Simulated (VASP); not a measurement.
Wanted: the native input for a VASP 6.6.1 run.

| Quantity | Value |
| --- | --- |
| Task | single point |
| Functional | PBEsol |
| Potentials or basis | VASP PAW PBE potentials, release 64 (Ir) |
| Cutoff | 520 eV |
| k mesh | 22 × 22 × 22 |
| Occupations | gaussian, width 0.15 eV |
| Spin | no spin polarisation |
| Dipole correction | no |
| Further INCAR settings | ALGO = Normal; EDIFF = 1e-06; NBANDS = 10 |

The structure of Ir lies in POSCAR:

```
Ir
1.0
    0.0000000000      1.8429120000      1.7661240000
    1.8429120000      0.0000000000      1.7661240000
    1.8429120000      1.8429120000      0.0000000000
Ir
1
Direct
    0.0000000000      0.0000000000      0.0000000000
```

The cell isn't the ideal one: strain -0.040 along x and y, -0.080 along z, atoms carried along.

The input as run:

INCAR

```
  PREC = Accurate
  ENCUT = 520
  EDIFF = 1E-6
  ISMEAR = 0
  SIGMA = 0.15
  LREAL = F
  LASPH = T
  NELM = 100
  ALGO = Normal
  ISIF = 2
  LWAVE = F
  LCHARG = F
  GGA = PS
  NBANDS = 10
```

KPOINTS

```
regular mesh
0
Gamma
  22 22 22
```

Potentials or basis: VASP PAW PBE potentials, release 64 (Ir).

The run is started by

```console
$ cat potpaw_PBE.64/Ir/POTCAR > POTCAR
$ mpirun -np 1 vasp_std > vasp.out
```

Results of the run:

```
Pressure               : 94.2 GPa
Band gap on the k mesh : none (metal or under the smearing width)
```

Caveat: the cell as given lies far from equilibrium; so large a pressure means that the cell lies far from this level's equilibrium, or that cutoff or potentials fall short; the potentials were made for another functional, which shifts forces and pressure.

Wall time 71 s on 1 thread of Intel(R) Xeon(R) Platinum 8259CL CPU @ 2.50GHz (Skylake/Cascade Lake), on a shared host, peak memory 0.22 GiB.
